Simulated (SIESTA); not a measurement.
# FeO (I4/mmm) in SIESTA: further runs, part 2 of 2

SIESTA 5.4.2. The steps go on from the part before.

### 3 Single point, LDA, collinear spin, ferromagnetic start, 10.05 Å³/atom

Input file FeO.fdf:

```
SystemName                      FeO
SystemLabel                     FeO
NumberOfSpecies                 2
NumberOfAtoms                   2
%block ChemicalSpeciesLabel
  1  26 Fe
  2   8 O
%endblock ChemicalSpeciesLabel

LatticeConstant                 1.0 Ang
%block LatticeVectors
    -1.5693982481     1.5693982481     2.0408621071
     1.5693982481    -1.5693982481     2.0408621071
     1.5693982481     1.5693982481    -2.0408621071
%endblock LatticeVectors
AtomicCoordinatesFormat         Fractional
%block AtomicCoordinatesAndAtomicSpecies
     0.0000000000     0.0000000000     0.0000000000  1  Fe
     0.5000000000     0.5000000000     0.0000000000  2  O
%endblock AtomicCoordinatesAndAtomicSpecies

%block kgrid.MonkhorstPack
    9   0   0  0.0
    0   9   0  0.0
    0   0   9  0.0
%endblock kgrid.MonkhorstPack
XC.Functional                   LDA
XC.Authors                      PW92
PAO.BasisSize                   DZP
PAO.EnergyShift                 0.003 Ry
Mesh.Cutoff                     800 Ry
Spin                            polarized
%block DM.InitSpin
    1   3.000
    2   0.000
%endblock DM.InitSpin
OccupationFunction              FD
ElectronicTemperature           0.05 eV
MaxSCFIterations                200
SCF.MustConverge                false
SCF.Mixer.Method                Pulay
SCF.Mixer.Weight                0.1
SCF.Mixer.History               10
SCF.DM.Tolerance                5.0e-05
SCF.H.Tolerance                 1.0e-03 eV
WriteForces                     true
Charge.Mulliken                 end
%block PAO.Basis
  Fe 5
  n=3 0 2
    2.635 0.000
  n=4 0 2
    7.489 0.000
  n=3 1 2
    2.949 0.000
  n=4 1 1
    7.489
  n=3 2 2
    4.849 0.000
%endblock PAO.Basis
```

Potentials or basis: PseudoDojo 0.4 standard (LDA files), DZP (energy shift 0.003 Ry; two zetas on semicore shells).

Run with:

```sh
siesta < FeO.fdf > FeO.out 2>&1
```

Run time: 69 s. Hardware: 1 thread of Intel Xeon Platinum 8488C (Sapphire Rapids), shared host; peak memory 0.26 GiB.

Results (log left out):

* Free energy: -3856.1335 eV
* Pressure: -13.1 GPa
* Band gap on the k mesh: none (metal or under the smearing width)
* Net moment: 3.99 μB per cell
* Site moments: Fe +3.64; O +0.35 μB

Caveat: short orbitals over semicore shells can move pressures by several GPa; the basis of atomic orbitals isn't converged, which shifts pressures, moduli and gaps; a cell with one magnetic atom can't hold antiferromagnetic order, which such compounds often take; semilocal functionals often make such compounds metallic where correlation or magnetic order opens a gap, which also shifts bond lengths.

### 4 Single point, LDA, collinear spin, ferromagnetic start, 10.27 Å³/atom

Edit FeO.fdf of step 3 so:

```diff
@@ -11,5 +11,5 @@
 %block LatticeVectors
-    -1.5693982481     1.5693982481     2.0408621071
-     1.5693982481    -1.5693982481     2.0408621071
-     1.5693982481     1.5693982481    -2.0408621071
+    -1.5804507126     1.5804507126     2.0552348490
+     1.5804507126    -1.5804507126     2.0552348490
+     1.5804507126     1.5804507126    -2.0552348490
 %endblock LatticeVectors
```

Run with:

```sh
siesta < FeO.fdf > FeO.out 2>&1
```

Wall time 80 s (1 thread of Intel Xeon Platinum 8488C (Sapphire Rapids), shared host); peak memory 0.26 GiB.

Results (log left out):

| Item | Value |
| --- | --- |
| Free energy | -3856.0940 eV |
| Pressure | -16.4 GPa |
| Band gap on the k mesh | none (metal or under the smearing width) |
| Net moment | 4.00 μB per cell |
| Site moments | Fe +3.65; O +0.35 μB |

Caveat: short orbitals over semicore shells can move pressures by several GPa; the basis of atomic orbitals isn't converged, which shifts pressures, moduli and gaps; a cell with one magnetic atom can't hold antiferromagnetic order, which such compounds often take; semilocal functionals often make such compounds metallic where correlation or magnetic order opens a gap, which also shifts bond lengths.

### 5 Single point, LDA, collinear spin, ferromagnetic start, 10.48 Å³/atom

Edit FeO.fdf of step 4 so:

```diff
@@ -11,5 +11,5 @@
 %block LatticeVectors
-    -1.5804507126     1.5804507126     2.0552348490
-     1.5804507126    -1.5804507126     2.0552348490
-     1.5804507126     1.5804507126    -2.0552348490
+    -1.5913507171     1.5913507171     2.0694093304
+     1.5913507171    -1.5913507171     2.0694093304
+     1.5913507171     1.5913507171    -2.0694093304
 %endblock LatticeVectors
```

Run with:

```sh
siesta < FeO.fdf > FeO.out 2>&1
```

Run time: 78 s. Hardware: 1 thread of Intel Xeon Platinum 8488C (Sapphire Rapids), shared host; peak memory 0.26 GiB.

It converged, with:

| Quantity | Value |
| --- | --- |
| Free energy | -3856.0462 eV |
| Pressure | -19.4 GPa |
| Band gap on the k mesh | none (metal or under the smearing width) |
| Net moment | 4.00 μB per cell |
| Site moments | Fe +3.66; O +0.34 μB |

Caveat: short orbitals over semicore shells can move pressures by several GPa; the basis of atomic orbitals isn't converged, which shifts pressures, moduli and gaps; a cell with one magnetic atom can't hold antiferromagnetic order, which such compounds often take; semilocal functionals often make such compounds metallic where correlation or magnetic order opens a gap, which also shifts bond lengths.

### 6 Single point, LDA, collinear spin, ferromagnetic start, 10.70 Å³/atom

Edit FeO.fdf of step 5 so:

```diff
@@ -11,5 +11,5 @@
 %block LatticeVectors
-    -1.5913507171     1.5913507171     2.0694093304
-     1.5913507171    -1.5913507171     2.0694093304
-     1.5913507171     1.5913507171    -2.0694093304
+    -1.6021034130     1.6021034130     2.0833922500
+     1.6021034130    -1.6021034130     2.0833922500
+     1.6021034130     1.6021034130    -2.0833922500
 %endblock LatticeVectors
```

Potentials or basis: PseudoDojo 0.4 standard (LDA files), DZP (energy shift 0.003 Ry; two zetas on semicore shells).

Run with:

```sh
siesta < FeO.fdf > FeO.out 2>&1
```

Wall time 79 s (1 thread of Intel Xeon Platinum 8488C (Sapphire Rapids), shared host); peak memory 0.26 GiB.

It converged, with:

| Property | Result |
| --- | --- |
| Free energy | -3855.9910 eV |
| Pressure | -21.9 GPa |
| Band gap on the k mesh | none (metal or under the smearing width) |
| Net moment | 4.00 μB per cell |
| Site moments | Fe +3.67; O +0.34 μB |

Caveat: short orbitals over semicore shells can move pressures by several GPa; the basis of atomic orbitals isn't converged, which shifts pressures, moduli and gaps; a cell with one magnetic atom can't hold antiferromagnetic order, which such compounds often take; semilocal functionals often make such compounds metallic where correlation or magnetic order opens a gap, which also shifts bond lengths.

### 7 Single point, LDA, collinear spin, ferromagnetic start, 10.91 Å³/atom

Edit FeO.fdf of step 6 so:

```diff
@@ -11,5 +11,5 @@
 %block LatticeVectors
-    -1.6021034130     1.6021034130     2.0833922500
-     1.6021034130    -1.6021034130     2.0833922500
-     1.6021034130     1.6021034130    -2.0833922500
+    -1.6127136786     1.6127136786     2.0971899518
+     1.6127136786    -1.6127136786     2.0971899518
+     1.6127136786     1.6127136786    -2.0971899518
 %endblock LatticeVectors
```

Run with:

```sh
siesta FeO.fdf > FeO.out 2>&1
```

Wall time 73 s (1 thread of Intel Xeon Platinum 8488C (Sapphire Rapids), shared host); peak memory 0.26 GiB.

Results (log left out):

```yaml
Free_energy: -3855.9296 eV
Pressure: -24.1 GPa
Band_gap_on_the_k_mesh: none (metal or under the smearing width)
Net_moment: 4.00 μB per cell
Site_moments: Fe +3.67; O +0.33 μB
```

Caveat: short orbitals over semicore shells can move pressures by several GPa; the basis of atomic orbitals isn't converged, which shifts pressures, moduli and gaps; a cell with one magnetic atom can't hold antiferromagnetic order, which such compounds often take; semilocal functionals often make such compounds metallic where correlation or magnetic order opens a gap, which also shifts bond lengths.

### 8 Single point, LDA, collinear spin, ferromagnetic start, 11.12 Å³/atom

Edit FeO.fdf of step 7 so:

```diff
@@ -11,5 +11,5 @@
 %block LatticeVectors
-    -1.6127136786     1.6127136786     2.0971899518
-     1.6127136786    -1.6127136786     2.0971899518
-     1.6127136786     1.6127136786    -2.0971899518
+    -1.6231861388     1.6231861388     2.1108084499
+     1.6231861388    -1.6231861388     2.1108084499
+     1.6231861388     1.6231861388    -2.1108084499
 %endblock LatticeVectors
```

Run with:

```sh
siesta < FeO.fdf > FeO.out 2>&1
```

It took 83 s on 1 thread of Intel Xeon Platinum 8488C (Sapphire Rapids), shared host; peak memory 0.28 GiB.

It converged, with:

```yaml
Free_energy: -3855.8625 eV
Pressure: -26.1 GPa
Band_gap_on_the_k_mesh: none (metal or under the smearing width)
Net_moment: 4.00 μB per cell
Site_moments: Fe +3.68; O +0.33 μB
```

Caveat: short orbitals over semicore shells can move pressures by several GPa; the basis of atomic orbitals isn't converged, which shifts pressures, moduli and gaps; a cell with one magnetic atom can't hold antiferromagnetic order, which such compounds often take; semilocal functionals often make such compounds metallic where correlation or magnetic order opens a gap, which also shifts bond lengths.

### 9 Single point, LDA, collinear spin, ferromagnetic start, 11.34 Å³/atom

Edit FeO.fdf of step 8 so:

```diff
@@ -11,5 +11,5 @@
 %block LatticeVectors
-    -1.6231861388     1.6231861388     2.1108084499
-     1.6231861388    -1.6231861388     2.1108084499
-     1.6231861388     1.6231861388    -2.1108084499
+    -1.6335251827     1.6335251827     2.1242534522
+     1.6335251827    -1.6335251827     2.1242534522
+     1.6335251827     1.6335251827    -2.1242534522
 %endblock LatticeVectors
```

Potentials or basis: PseudoDojo 0.4 standard (LDA files), DZP (energy shift 0.003 Ry; two zetas on semicore shells).

Run with:

```sh
siesta < FeO.fdf > FeO.out 2>&1
```

Run time: 77 s. Hardware: 1 thread of Intel Xeon Platinum 8488C (Sapphire Rapids), shared host; peak memory 0.28 GiB.

The run converged. Its results:

- Free energy: -3855.7903 eV
- Pressure: -27.9 GPa
- Band gap on the k mesh: none (metal or under the smearing width)
- Net moment: 4.00 μB per cell
- Site moments: Fe +3.68; O +0.32 μB

Caveat: short orbitals over semicore shells can move pressures by several GPa; the basis of atomic orbitals isn't converged, which shifts pressures, moduli and gaps; a cell with one magnetic atom can't hold antiferromagnetic order, which such compounds often take; semilocal functionals often make such compounds metallic where correlation or magnetic order opens a gap, which also shifts bond lengths.

### 10 Equation of state, LDA, collinear spin, ferromagnetic start

No new run: the results of the series are fitted here.

Results:

```yaml
Equilibrium_volume: "9.40 Å³/atom (rough: see the caveat)"
Bulk_modulus_at_fixed_shape_and_positions: 226 GPa (rough)
```

Energy against volume, from the lowest point:
```csv
volume (Å³/atom),energy (meV/atom)
10.053,0.00
10.267,19.71
10.481,43.65
10.695,71.22
10.909,101.91
11.123,135.48
11.337,171.58
```

Caveat: the minimum lies outside the volumes run; short orbitals over semicore shells can move pressures by several GPa; the cell was scaled at fixed shape and fractional positions, which overstates the stiffness of a crystal with free parameters, most of all of layers and chains; the basis of atomic orbitals isn't converged, which shifts pressures, moduli and gaps.
